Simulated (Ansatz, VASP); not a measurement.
**One calculation of Fe2Pt, two programs**

File INCAR:

```
PREC = Accurate
ENCUT = 520
EDIFF = 1E-6
ISMEAR = 0
SIGMA = 0.1
LREAL = False
LASPH = True
NELM = 150
ALGO = Fast
ISIF = 2
LWAVE = False
LCHARG = False
ISPIN = 2
MAGMOM = 4 4 0
LORBIT = 11
LMAXMIX = 4
GGA = PE
NBANDS = 24
```

The input KPOINTS:

```
regular mesh
0
Gamma
  6 6 6
```

Contents of POSCAR:

```
Fe2Pt
1.0
    4.1810489600      0.0000000000      0.0000000000
   -2.0905244800      3.6208946200      0.0000000000
    0.0000000000      0.0000000000      2.5603591400
Fe Pt
2 1
Direct
    0.3333333300      0.6666666700      0.8333333300
    0.6666666700      0.3333333300      0.1666666700
    0.0000000000      0.0000000000      0.5000000000
```

Input for Ansatz:

```yaml
crystal:
  lattice:
    - [4.18104896, 0.0, 0.0]
    - [-2.09052448, 3.62089462, 0.0]
    - [0.0, 0.0, 2.56035914]
  atoms:
    - { symbol: Fe, position: [0.33333333, 0.66666667, 0.83333333], spin: 4.0 }
    - { symbol: Fe, position: [0.66666667, 0.33333333, 0.16666667], spin: 4.0 }
    - { symbol: Pt, position: [0.0, 0.0, 0.5] }
basis:
  ecutwfc: 420
kpoints:
  mp_grid: { grid: [6, 6, 6] }
hamiltonian:
  xc: pbe
scf:
  occupations: { method: gaussian, width: 0.1 }
  lower_state_search: "off"
output:
  forces: true
  stress: true
  eigenvalues: true
  populations: true
magnetization:
  spin_polarized: true
```

Alike in both runs: task single point; functional PBE; k mesh 6 × 6 × 6; occupations gaussian, width 0.1 eV; collinear spin.

|  | VASP | Ansatz |
| --- | --- | --- |
| version | VASP 6.6.1 | Ansatz 0.2.0 |
| potentials or method | VASP PAW PBE potentials, release 64 (Fe, Pt) | scalar-relativistic, plane waves, PAW |
| plane-wave cutoff (eV) | 520 | 420 |
| valence electrons in the cell | 26 | 50 |

VASP gave:

- gap on the k mesh at the Fermi level (eV): none
- pressure (GPa): 10.3
- largest component of the traceless stress (GPa): 6.38
- rms of the force components (eV/Å): 0.320
- net moment per atom (μB): 2.01
- size of the moment on the site where the two differ most (μB): 0.43

Which values does Ansatz return?

gap on the k mesh at the Fermi level (eV): none; pressure (GPa): 10.7; largest component of the traceless stress (GPa): 6.49; rms of the force components (eV/Å): 0.322; net moment per atom (μB): 2.01; size of the moment on the site where the two differ most (μB): 0.49.

Site moments also hang on the region over which each program counts them. Atom by atom the forces differ by 0.001 eV/Å (rms over components). A gap of «none» marks a metal or a gap that the smearing closes. The two sets of potentials don't hold the same shells in valence.

Caveats: the k mesh is coarse (spacing up to 0.41 Å⁻¹), so the values aren't converged. Spin-orbit coupling is left out, which matters for the levels of Pt.
